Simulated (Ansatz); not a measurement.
**Calculated electrostatic potentials at the O nuclei for HfO2 at a changed volume**

Cell: a COD entry, relaxed with PBE at fixed cell and then changed (volume scaled by 1.04, ions relaxed).

Space group P2_1/c (No. 14); a = 5.1853, b = 5.2539, c = 5.3536 Å, β = 99.35°.

```csv
site,Wyckoff,site symmetry,x,y,z
Hf,4e,1,0.2751,0.0433,0.2087
O5,4e,1,0.4509,0.7575,0.4754
O9,4e,1,0.0672,0.3290,0.3487
```

One atom of each set is listed.

Computed with Ansatz: DFT, PBE, plane waves and PAW, scalar-relativistic, 420 eV cutoff, Γ-centred 6×6×6 k-points, Fermi–Dirac smearing 0.02 eV.

The potential at a nucleus is that of all electrons and the other nuclei. A higher potential binds the core electrons more strongly, so differences between sites of one element are the initial-state part of core-level shifts.

Q: Rank the O sites by the potential at the nucleus, lowest first, and give each against the lowest.
A. O5: 4 Hf at 2.17–2.29 Å
B. O9: 3 Hf at 2.06–2.16 Å

A: B (0.00 V), A (0.44 V).
